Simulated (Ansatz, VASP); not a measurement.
# SnSe2: VASP beside Ansatz

```xyz
3
Lattice="3.8658 0.0000 0.0000 -1.9329 3.3479 0.0000 0.0000 0.0000 6.7990" Properties=species:S:1:pos:R:3 pbc="T T T"
Sn    0.0000    0.0000    0.0000
Se    0.0000    2.2319    1.5969
Se    1.9329    1.1160    5.2021
```

Alike in both runs: functional PBE; k mesh 12 × 12 × 4; occupations gaussian, width 0.02 eV; no spin polarisation.

Ansatz relaxed the structure, and its values are those at the end. VASP's run is a single point on that final structure, the one shown.

```csv
,VASP,Ansatz
version,VASP 6.6.1,Ansatz 0.2.0
potentials or method,"VASP PAW PBE potentials, release 64 (Sn_d, Se)","scalar-relativistic, plane waves, PAW"
plane-wave cutoff (eV),520,420
valence electrons in the cell,26,46
```

Ansatz gave:

- gap on the k mesh at the Fermi level (eV): 0.68
- least direct gap on the mesh (eV): 1.10
- pressure (GPa): 0.2
- rms of the force components (eV/Å): 0.004

Problem. What did VASP give for the same quantities?

Solution. gap on the k mesh at the Fermi level (eV): 0.68; least direct gap on the mesh (eV): 1.10; pressure (GPa): 0.2; rms of the force components (eV/Å): 0.002.

The two sets of potentials don't hold the same shells in valence.

Caveats: spin-orbit coupling is left out, which moves the levels of the heavy elements; this functional lacks dispersion, which binds the layers, so the pressure and a relaxed spacing across them are unreliable. A k mesh can miss the band edges.
